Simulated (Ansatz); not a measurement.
Cu: how the axes shrink under pressure

Cu, P6_3/mmc, a = 2.521 Å, c = 4.117 Å. This isn't the element's structure at ambient conditions. Ansatz: PBEsol, PAW, 420 eV, Γ-centred 18×18×10 mesh on 2 atoms, Gaussian smearing 0.10 eV; no spin polarisation. Cell and atoms are relaxed at each pressure, and no other structure is tried, so the rows at high pressure may lie past a change of phase. y = 100 ln(c/c0) with c0 = 4.1165 Å, so nearly a change in per cent. The pressures are the targets, met within 0.07 GPa.

| P (GPa) | y | 100 ln(a/a0) |
| --- | --- | --- |
| -1.0 | 0.21 | 0.20 |
| 0.0 | 0.00 | 0.00 |
| 1.0 | -0.19 | -0.20 |
| 4.0 | -0.76 | -0.77 |
| 12.0 | -2.04 | -2.07 |
| 25.0 | ? | ? |
| 50.0 | -6.10 | -6.34 |
| 90.0 | -8.95 | -9.21 |

Task: Fit y = c1 P + c2 P² to the other rows, give the linear compressibility along c, and predict the missing y.

Result: Least squares on the rows shown. y = −0.1572 P + 0.0006467 P². The linear compressibility along c is −c1/100 = 1.57 per TPa, against 1.63 along a from the same fit to the last column (its missing entry is -3.79): the crystal is about as stiff along both at low pressure. The runs next to zero pressure give 1.99 and 2.01, so a parabola over the whole range misstates the start. With a term in P³ added, the coefficient of P becomes -0.1920, 22 % more, which shows how far this figure hangs on the form. At P = 25.0 the fit asked for gives -3.53. The run gave -3.74, so the fit is 0.21 too high, within twice the rms miss on the fitted rows (0.13).

The mesh isn't the same in all rows (18×18×10, 24×24×12).